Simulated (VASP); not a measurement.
# 2H-MoS2 monolayer under biaxial strain, part 7 of 7

How do the gap and the band positions of 2H-MoS2 monolayer follow biaxial strain?

VASP 6.6.1, plane waves and PAW; the level of theory is named at each step.

So far. Step 17 (Strained, atoms relaxed, biaxial strain 0.02): The run ended after 3 ionic steps, 0.009 eV below its first step, once the forces on the free atoms met EDIFFG = -0.015.

**19. Strained, atoms relaxed, biaxial strain 0.03**

This step: PBE with D3(BJ), no spin polarisation; plane waves and PAW (Mo, S) (VASP 6.6.1).

Input file INCAR:

```
SYSTEM = MoS2
PREC = Normal
ENCUT = 350
EDIFF = 1E-06
NELM = 120
ISMEAR = 0
SIGMA = 0.03
LREAL = .FALSE.
ALGO = Fast
GGA = PE
IVDW = 12
NBANDS = 15
LASPH = .TRUE.
LORBIT = 11
LWAVE = .FALSE.
LCHARG = .FALSE.
KPAR = 4
IBRION = 2
NSW = 30
ISIF = 2
EDIFFG = -0.015
POTIM = 0.4
MAXMIX = 40
IDIPOL = 3
LDIPOL = .TRUE.
DIPOL = 0.5 0.5 0.5
```

Input file POSCAR:

```
MoS2
1.0
    3.2456000381      0.0000000000      0.0000000000
   -1.6228000191      2.8107720836      0.0000000000
    0.0000000000      0.0000000000     22.0000000000
Mo S
1 2
Direct
    0.3333333333      0.6666666667      0.5000000000
    0.6666666667      0.3333333333      0.4286452982
    0.6666666667      0.3333333333      0.5713547018
```

Input file KPOINTS:

```
Automatic mesh
0
Gamma
12 12 1
0 0 0
```

Potentials, in the order of the species: Mo and S (PBE family, release 64).

Started as:

```bash
$ mpirun -np 4 vasp_std
```

What it wrote:

```text
[... set-up lines as in an earlier step ...]
 entering main loop
       N       E                     dE             d eps       ncg     rms          rms(c)
DAV:   1     0.111991879907E+03    0.11199E+03   -0.51917E+03   570   0.654E+02
DAV:   2    -0.104725889211E+02   -0.12246E+03   -0.11432E+03   912   0.156E+02
DAV:   3    -0.232090057188E+02   -0.12736E+02   -0.12471E+02   787   0.606E+01
DAV:   4    -0.234591090807E+02   -0.25010E+00   -0.24896E+00   697   0.104E+01
[...]
RMM:  20    -0.217505990887E+02   -0.60591E-05   -0.47535E-07   391   0.364E-03    0.679E-04
RMM:  21    -0.217506008137E+02   -0.17250E-05   -0.18445E-07   338   0.219E-03    0.914E-04
RMM:  22    -0.217506009603E+02   -0.14659E-06   -0.25538E-08   238   0.131E-03
   1 F= -.22652677E+02 E0= -.22652677E+02  d E =-.226527E+02
[...]
N       E                     dE             d eps       ncg     rms          rms(c)
DAV:   1    -0.217595641321E+02   -0.89633E-02   -0.10413E+00   675   0.550E+00    0.938E-01
[...]
RMM:  14    -0.217633835522E+02   -0.16108E-05   -0.15364E-07   321   0.234E-03    0.145E-03
RMM:  15    -0.217633841924E+02   -0.64019E-06   -0.10456E-08   171   0.125E-03
   2 F= -.22669813E+02 E0= -.22669813E+02  d E =-.171358E-01
 trial-energy change:   -0.017136  1 .order   -0.017009   -0.025972   -0.008047
 step:   1.4234(harm=  1.4489)  dis= 0.03187  next Energy=   -22.671526 (dE=-0.188E-01)
[...]
N       E                     dE             d eps       ncg     rms          rms(c)
DAV:   1    -0.217625815267E+02    0.80203E-03   -0.18670E-01   612   0.234E+00    0.395E-01
RMM:   2    -0.217631036089E+02   -0.52208E-03   -0.68711E-03   571   0.628E-01    0.127E-01
RMM:   3    -0.217632557090E+02   -0.15210E-03   -0.15320E-03   585   0.259E-01    0.477E-02
RMM:   4    -0.217632963662E+02   -0.40657E-04   -0.38976E-04   643   0.121E-01    0.452E-02
RMM:   5    -0.217632900994E+02    0.62668E-05   -0.42933E-05   606   0.407E-02    0.358E-02
RMM:   6    -0.217632846328E+02    0.54666E-05   -0.14635E-05   551   0.205E-02    0.281E-02
RMM:   7    -0.217632851407E+02   -0.50786E-06   -0.94746E-06   533   0.158E-02
   3 F= -.22671555E+02 E0= -.22671555E+02  d E =-.188783E-01
[...]
reached required accuracy - stopping structural energy minimisation
```

Run time: 19 s. Hardware: 4 MPI ranks of AMD EPYC 7R43, shared host; peak memory 0.68 GiB; 73 s of CPU time.

From OUTCAR (step 19):

```text
 Edisp (eV)   -0.90643

 Edisp (eV)   -0.90827

  Total      -2.63378    -2.63378    -0.08116     0.00000     0.00000     0.00000
  in kB     -21.02550   -21.02550    -0.64788     0.00000     0.00000     0.00000
  external pressure =      -14.23 kB  Pullay stress =        0.00 kB

 POSITION                                       TOTAL-FORCE (eV/Angst)
 -----------------------------------------------------------------------------------
     -0.00000      1.87385     11.00000        -0.000000     -0.000000      0.000000
      1.62280      0.93692      9.46206         0.000000      0.000000      0.005268
      1.62280      0.93692     12.53794         0.000000      0.000000     -0.005268
 -----------------------------------------------------------------------------------
    total drift:                                0.000004     -0.000002      0.000000

  FREE ENERGIE OF THE ION-ELECTRON SYSTEM (eV)
  ---------------------------------------------------
  free  energy   TOTEN  =       -22.6715551564 eV

  energy  without entropy=      -22.6715551564  energy(sigma->0) =      -22.67155516

[... 2 parts as in an earlier step ...]

[... 2 further parts left out ...]
[key lines of the parts left out:]
E-fermi :  -2.6985
```

The run ended after 3 ionic steps, 0.019 eV below its first step, once the forces on the free atoms met EDIFFG = -0.015.

**20. Strained, levels with spin-orbit coupling, biaxial strain 0.03**

This step: PBE with D3(BJ), spin-orbit coupling, no spin polarisation; plane waves and PAW (Mo, S) (VASP 6.6.1).

Input file INCAR:

```
SYSTEM = MoS2
PREC = Normal
ENCUT = 350
EDIFF = 1E-06
NELM = 120
ISMEAR = 0
SIGMA = 0.03
LREAL = .FALSE.
ALGO = Fast
GGA = PE
IVDW = 12
LNONCOLLINEAR = .TRUE.
MAGMOM = 0 0 0 0 0 0 0 0 0
NBANDS = 30
GGA_COMPAT = .FALSE.
LASPH = .TRUE.
LSORBIT = .TRUE.
LMAXMIX = 4
LWAVE = .FALSE.
LCHARG = .FALSE.
KPAR = 4
IDIPOL = 3
LDIPOL = .TRUE.
DIPOL = 0.5 0.5 0.5
LVHAR = .TRUE.
LVACPOTAV = .TRUE.
```

Input file POSCAR:

```
MoS2
1.0
    3.2456000381      0.0000000000      0.0000000000
   -1.6228000191      2.8107720836      0.0000000000
    0.0000000000      0.0000000000     22.0000000000
Mo S
1 2
Direct
    0.3333333333      0.6666666667      0.5000000000
    0.6666666667      0.3333333333      0.4300937159
    0.6666666667      0.3333333333      0.5699062841
```

KPOINTS is that of step 19.

Input file KPOINTS_OPT:

```
Line mode
14
Line-mode
Reciprocal
  0.00000000   0.00000000   0.00000000 GAMMA
  0.50000000   0.00000000   0.00000000 M

  0.50000000   0.00000000   0.00000000 M
  0.33333333   0.33333333   0.00000000 K

  0.33333333   0.33333333   0.00000000 K
  0.00000000   0.00000000   0.00000000 GAMMA
```

Started as:

```bash
$ mpirun -np 4 vasp_ncl
```

What it wrote:

```text
[... set-up lines as in an earlier step ...]
 entering main loop
       N       E                     dE             d eps       ncg     rms          rms(c)
DAV:   1     0.114169379290E+03    0.11417E+03   -0.49772E+03  1892   0.649E+02
DAV:   2    -0.852863616300E+01   -0.12270E+03   -0.11630E+03  2836   0.164E+02
DAV:   3    -0.231107071435E+02   -0.14582E+02   -0.14414E+02  2506   0.648E+01
DAV:   4    -0.234450104162E+02   -0.33430E+00   -0.33323E+00  2228   0.119E+01
[...]
RMM:  21    -0.217791150176E+02   -0.28665E-05   -0.35196E-07  1424   0.354E-03    0.202E-03
RMM:  22    -0.217791209698E+02   -0.59522E-05   -0.48549E-07  1634   0.315E-03    0.430E-04
RMM:  23    -0.217791213960E+02   -0.42620E-06   -0.81244E-08  1209   0.177E-03
 [... a notice as in an earlier step ...]

   1 F= -.22687391E+02 E0= -.22687391E+02  d E =-.138330E-15  mag=     0.0000    -0.0000    -0.0000
 Start KPOINTS_OPT (optional k-point list driver)
k-point batch [1-31\42]
       N       E                     dE             ncg
DAV:   1    -0.254701305092E+03   -0.13199E+05     1900
DAV:   2    -0.403913515920E+04   -0.37844E+04     2834
DAV:   3    -0.444632468861E+04   -0.40719E+03     2438
DAV:   4    -0.445529097511E+04   -0.89663E+01     2280
DAV:   5    -0.445551148417E+04   -0.22051E+00     2360
DAV:   6    -0.445551919153E+04   -0.77074E-02     2392
DAV:   7    -0.445551955618E+04   -0.36465E-03     2462
DAV:   8    -0.445551957295E+04   -0.16778E-04     2252
DAV:   9    -0.445551957365E+04   -0.70023E-06     1626
k-point batch [32-42\42]
       N       E                     dE             ncg
DAV:   1     0.111158175192E+05   -0.23731E+04      660
DAV:   2     0.988065321055E+04   -0.12352E+04      966
DAV:   3     0.970999010719E+04   -0.17066E+03      882
DAV:   4     0.970508868738E+04   -0.49014E+01      832
DAV:   5     0.970493681893E+04   -0.15187E+00      786
DAV:   6     0.970493095316E+04   -0.58658E-02      852
DAV:   7     0.970493070237E+04   -0.25079E-03      840
DAV:   8     0.970493069396E+04   -0.84085E-05      842
DAV:   9     0.970493069365E+04   -0.31055E-06      566
```

Elapsed: 79 s, on 4 MPI ranks; peak memory 1.9 GiB.

Parts of OUTCAR (step 20):

```text
 Edisp (eV)   -0.90827

  Total      -2.63000    -2.63000    -0.07950     0.00000     0.00000     0.00000
  in kB     -20.99538   -20.99538    -0.63468     0.00000     0.00000     0.00000
  external pressure =      -14.21 kB  Pullay stress =        0.00 kB

 POSITION                                       TOTAL-FORCE (eV/Angst)
 -----------------------------------------------------------------------------------
     -0.00000      1.87385     11.00000        -0.000000      0.000000      0.000000
      1.62280      0.93692      9.46206        -0.000000     -0.000000      0.001427
      1.62280      0.93692     12.53794         0.000000      0.000000     -0.001427
 -----------------------------------------------------------------------------------
    total drift:                                0.000003     -0.000002     -0.000000

  FREE ENERGIE OF THE ION-ELECTRON SYSTEM (eV)
  ---------------------------------------------------
  free  energy   TOTEN  =       -22.6873914120 eV

  energy  without entropy=      -22.6873914120  energy(sigma->0) =      -22.68739141

[... 2 parts as in an earlier step ...]

[... 1 further part left out ...]
[key lines of the parts left out:]
E-fermi :  -2.6627
```

On-site spin-orbit energy by atom:

| atom | on-site spin-orbit energy (eV) |
| --- | --- |
| Mo1 | -0.0273 |
| S2 | -0.0022 |
| S3 | -0.0022 |

**21. Strained, atoms relaxed, biaxial strain 0.04**

This step: PBE with D3(BJ), no spin polarisation; plane waves and PAW (Mo, S) (VASP 6.6.1).

Input file INCAR:

```
SYSTEM = MoS2
PREC = Normal
ENCUT = 350
EDIFF = 1E-06
NELM = 120
ISMEAR = 0
SIGMA = 0.03
LREAL = .FALSE.
ALGO = Fast
GGA = PE
IVDW = 12
NBANDS = 15
LASPH = .TRUE.
LORBIT = 11
LWAVE = .FALSE.
LCHARG = .FALSE.
KPAR = 4
IBRION = 2
NSW = 30
ISIF = 2
EDIFFG = -0.015
POTIM = 0.4
MAXMIX = 40
IDIPOL = 3
LDIPOL = .TRUE.
DIPOL = 0.5 0.5 0.5
```

Input file POSCAR:

```
MoS2
1.0
    3.2771107181      0.0000000000      0.0000000000
   -1.6385553591      2.8380611329      0.0000000000
    0.0000000000      0.0000000000     22.0000000000
Mo S
1 2
Direct
    0.3333333333      0.6666666667      0.5000000000
    0.6666666667      0.3333333333      0.4286452982
    0.6666666667      0.3333333333      0.5713547018
```

KPOINTS is that of step 20.

Started as:

```bash
$ mpirun -np 4 vasp_std
```

What it wrote:

```text
[... set-up lines as in an earlier step ...]
 entering main loop
       N       E                     dE             d eps       ncg     rms          rms(c)
DAV:   1     0.105848581401E+03    0.10585E+03   -0.50783E+03   578   0.644E+02
DAV:   2    -0.127996961404E+02   -0.11865E+03   -0.11306E+03   948   0.154E+02
DAV:   3    -0.232831758579E+02   -0.10483E+02   -0.10377E+02   787   0.564E+01
DAV:   4    -0.234693200740E+02   -0.18614E+00   -0.18583E+00   663   0.903E+00
[...]
RMM:  20    -0.216984851467E+02   -0.48681E-05   -0.38650E-07   395   0.333E-03    0.827E-04
RMM:  21    -0.216984865783E+02   -0.14315E-05   -0.10648E-07   296   0.174E-03    0.841E-04
RMM:  22    -0.216984866740E+02   -0.95708E-07   -0.21550E-08   228   0.130E-03
   1 F= -.22582508E+02 E0= -.22582508E+02  d E =-.225825E+02
[...]
N       E                     dE             d eps       ncg     rms          rms(c)
DAV:   1    -0.217152287252E+02   -0.16742E-01   -0.16985E+00   675   0.700E+00    0.119E+00
[...]
RMM:  10    -0.217214769568E+02   -0.36401E-05   -0.10746E-06   401   0.713E-03    0.573E-03
RMM:  11    -0.217214775765E+02   -0.61970E-06   -0.68278E-07   379   0.436E-03
   2 F= -.22610927E+02 E0= -.22610927E+02  d E =-.284184E-01
 trial-energy change:   -0.028418  1 .order   -0.028152   -0.042437   -0.013868
 step:   1.4491(harm=  1.4854)  dis= 0.04147  next Energy=   -22.614064 (dE=-0.316E-01)
[...]
N       E                     dE             d eps       ncg     rms          rms(c)
RMM:   2    -0.217219545188E+02   -0.95444E-03   -0.12807E-02   571   0.852E-01    0.178E-01
RMM:   3    -0.217222289290E+02   -0.27441E-03   -0.29106E-03   589   0.354E-01    0.610E-02
RMM:   4    -0.217222828374E+02   -0.53908E-04   -0.48898E-04   602   0.155E-01    0.564E-02
RMM:   5    -0.217222872635E+02   -0.44262E-05   -0.11979E-04   632   0.688E-02    0.485E-02
RMM:   6    -0.217222819605E+02    0.53030E-05   -0.90920E-06   535   0.200E-02    0.336E-02
RMM:   7    -0.217222836449E+02   -0.16843E-05   -0.19411E-05   570   0.213E-02    0.329E-03
RMM:   8    -0.217222845118E+02   -0.86694E-06   -0.21096E-06   432   0.118E-02
   3 F= -.22614168E+02 E0= -.22614168E+02  d E =-.316601E-01
[...]
reached required accuracy - stopping structural energy minimisation
```

It took 17 s on 4 MPI ranks; peak memory 0.67 GiB.

Parts of OUTCAR (step 21):

```text
 Edisp (eV)   -0.88945

 Edisp (eV)   -0.89188

  Total      -3.44081    -3.44081    -0.09832     0.00000     0.00000     0.00000
  in kB     -26.94235   -26.94235    -0.76985     0.00000     0.00000     0.00000
  external pressure =      -18.22 kB  Pullay stress =        0.00 kB

 POSITION                                       TOTAL-FORCE (eV/Angst)
 -----------------------------------------------------------------------------------
     -0.00000      1.89204     11.00000         0.000000      0.000000      0.000000
      1.63856      0.94602      9.47166        -0.000000     -0.000000      0.008154
      1.63856      0.94602     12.52834         0.000000      0.000000     -0.008154
 -----------------------------------------------------------------------------------
    total drift:                                0.000003     -0.000002      0.000000

  FREE ENERGIE OF THE ION-ELECTRON SYSTEM (eV)
  ---------------------------------------------------
  free  energy   TOTEN  =       -22.6141682205 eV

  energy  without entropy=      -22.6141682205  energy(sigma->0) =      -22.61416822

[... 2 parts as in an earlier step ...]

[... 2 further parts left out ...]
[key lines of the parts left out:]
E-fermi :  -2.6219
```

The run ended after 3 ionic steps, 0.032 eV below its first step, once the forces on the free atoms met EDIFFG = -0.015.

**22. Strained, levels with spin-orbit coupling, biaxial strain 0.04**

This step: PBE with D3(BJ), spin-orbit coupling, no spin polarisation; plane waves and PAW (Mo, S) (VASP 6.6.1).

Input file INCAR:

```
SYSTEM = MoS2
PREC = Normal
ENCUT = 350
EDIFF = 1E-06
NELM = 120
ISMEAR = 0
SIGMA = 0.03
LREAL = .FALSE.
ALGO = Fast
GGA = PE
IVDW = 12
LNONCOLLINEAR = .TRUE.
MAGMOM = 0 0 0 0 0 0 0 0 0
NBANDS = 30
GGA_COMPAT = .FALSE.
LASPH = .TRUE.
LSORBIT = .TRUE.
LMAXMIX = 4
LWAVE = .FALSE.
LCHARG = .FALSE.
KPAR = 4
IDIPOL = 3
LDIPOL = .TRUE.
DIPOL = 0.5 0.5 0.5
LVHAR = .TRUE.
LVACPOTAV = .TRUE.
```

Input file POSCAR:

```
MoS2
1.0
    3.2771107181      0.0000000000      0.0000000000
   -1.6385553591      2.8380611329      0.0000000000
    0.0000000000      0.0000000000     22.0000000000
Mo S
1 2
Direct
    0.3333333333      0.6666666667      0.5000000000
    0.6666666667      0.3333333333      0.4305301648
    0.6666666667      0.3333333333      0.5694698352
```

KPOINTS is that of step 21.

KPOINTS_OPT is that of step 20.

Started as:

```bash
$ mpirun -np 4 vasp_ncl
```

What it wrote:

```text
[... set-up lines as in an earlier step ...]
 entering main loop
       N       E                     dE             d eps       ncg     rms          rms(c)
DAV:   1     0.116252403170E+03    0.11625E+03   -0.49846E+03  1876   0.649E+02
DAV:   2    -0.751206956570E+01   -0.12376E+03   -0.11638E+03  2806   0.165E+02
DAV:   3    -0.230579596202E+02   -0.15546E+02   -0.15343E+02  2480   0.664E+01
DAV:   4    -0.234500131137E+02   -0.39205E+00   -0.38981E+00  2290   0.127E+01
[...]
RMM:  21    -0.217381650276E+02   -0.37611E-05   -0.35023E-07  1441   0.352E-03    0.182E-03
RMM:  22    -0.217381701999E+02   -0.51723E-05   -0.37178E-07  1591   0.280E-03    0.305E-04
RMM:  23    -0.217381705860E+02   -0.38608E-06   -0.56531E-08  1132   0.151E-03
 [... a notice as in an earlier step ...]

   1 F= -.22630054E+02 E0= -.22630054E+02  d E =-.853797E-19  mag=    -0.0000    -0.0000    -0.0000
 Start KPOINTS_OPT (optional k-point list driver)
k-point batch [1-31\42]
       N       E                     dE             ncg
DAV:   1    -0.261533278640E+03   -0.13224E+05     1868
DAV:   2    -0.404780707255E+04   -0.37863E+04     2832
DAV:   3    -0.447054518112E+04   -0.42274E+03     2402
DAV:   4    -0.447998557114E+04   -0.94404E+01     2316
DAV:   5    -0.448020163846E+04   -0.21607E+00     2360
DAV:   6    -0.448020954142E+04   -0.79030E-02     2436
DAV:   7    -0.448020987049E+04   -0.32907E-03     2432
DAV:   8    -0.448020988612E+04   -0.15627E-04     2214
DAV:   9    -0.448020988680E+04   -0.68025E-06     1636
k-point batch [32-42\42]
       N       E                     dE             ncg
DAV:   2     0.976177268235E+04   -0.12382E+04     1002
DAV:   3     0.959211129387E+04   -0.16966E+03      872
DAV:   4     0.958737270063E+04   -0.47386E+01      830
DAV:   5     0.958724639940E+04   -0.12630E+00      840
DAV:   6     0.958724192205E+04   -0.44774E-02      838
DAV:   7     0.958724175377E+04   -0.16828E-03      904
DAV:   8     0.958724174703E+04   -0.67426E-05      758
DAV:   9     0.958724174671E+04   -0.31600E-06      610
```

The job ended after 83 s (4 MPI ranks; peak memory 1.9 GiB; 5.4 min of CPU time).

From OUTCAR (step 22):

```text
 Edisp (eV)   -0.89188

  Total      -3.43826    -3.43826    -0.09131     0.00000     0.00000     0.00000
  in kB     -26.92237   -26.92237    -0.71498     0.00000     0.00000     0.00000
  external pressure =      -18.19 kB  Pullay stress =        0.00 kB

 POSITION                                       TOTAL-FORCE (eV/Angst)
 -----------------------------------------------------------------------------------
     -0.00000      1.89204     11.00000        -0.000000     -0.000000      0.000000
      1.63856      0.94602      9.47166        -0.000000      0.000000      0.005590
      1.63856      0.94602     12.52834         0.000000     -0.000000     -0.005590
 -----------------------------------------------------------------------------------
    total drift:                                0.000003     -0.000002      0.000000

  FREE ENERGIE OF THE ION-ELECTRON SYSTEM (eV)
  ---------------------------------------------------
  free  energy   TOTEN  =       -22.6300542948 eV

  energy  without entropy=      -22.6300542948  energy(sigma->0) =      -22.63005429

[... 2 parts as in an earlier step ...]

[... 1 further part left out ...]
[key lines of the parts left out:]
E-fermi :  -2.6319
```

On-site spin-orbit energy by atom:

| atom | on-site spin-orbit energy (eV) |
| --- | --- |
| Mo1 | -0.0274 |
| S2 | -0.0022 |
| S3 | -0.0022 |

**23. All strains together**

This step: monolayer under biaxial strain, PBE + D3(BJ); plane waves and PAW (VASP 6.6.1).

Derived from the runs above.

This step gave:

- lattice a: 3.151 Å

Gaps on mesh and path; the strain energy is without spin-orbit coupling. Strain series, by row:

| biaxial strain (%) | strain energy (J/m²) | thickness (Å) | gap with spin-orbit coupling (eV) | least direct gap (eV) | highest filled level below the vacuum (eV) |
| --- | --- | --- | --- | --- | --- |
| -4 | 0.3039 | 3.234 | 1.559 | 2.221 | 5.636 |
| -3 | 0.1688 | 3.209 | 1.625 | 2.09 | 5.676 |
| -2 | 0.07461 | 3.184 | 1.69 | 1.958 | 5.72 |
| -1 | 0.01915 | 3.162 | 1.746 | 1.829 | 5.766 |
| 0 | 0 | 3.14 | 1.706 | 1.706 | 5.816 |
| 1 | 0.0151 | 3.118 | 1.592 | 1.592 | 5.87 |
| 2 | 0.06266 | 3.096 | 1.419 | 1.484 | 5.86 |
| 3 | 0.1409 | 3.076 | 1.2 | 1.386 | 5.796 |
| 4 | 0.2478 | 3.057 | 0.9947 | 1.295 | 5.739 |

**24. Results**

| Quantity | Value |
| --- | --- |
| lattice a | 3.15 Å |

**Reading.** The gap with spin-orbit coupling runs from 1.56 eV at -4 % to 0.99 eV at +4 %; the largest value among the strains run is 1.75 eV, at -1 %, and the band edges may change valleys between rows. Under tension its steps for each per cent are -115, -173, -219 and -205 meV. A cubic fit of the strain energy gives a curvature of 172 N/m in E = k ε², which is C11 + C12 for this hexagonal sheet. The sheet's thickness goes from 3.23 to 3.06 Å. Gaps are read on mesh and path and are too small at this level. The small cell can't ripple under compression.

[Lines on the potential files, build, host, timing and source positions are cut from VASP's logs without a mark.]

[Logs are printed without paths, hosts, clocks, repeated set-up lines and the standing remarks that a program may print on its own settings, such as how far it seeks lower states.]

[Hosts, paths, dates, database ids (printed as entryN), source tags and the programs' standing remarks are cut or masked in the printed files.]

[Runs that stopped without an error message from VASP are left out.]
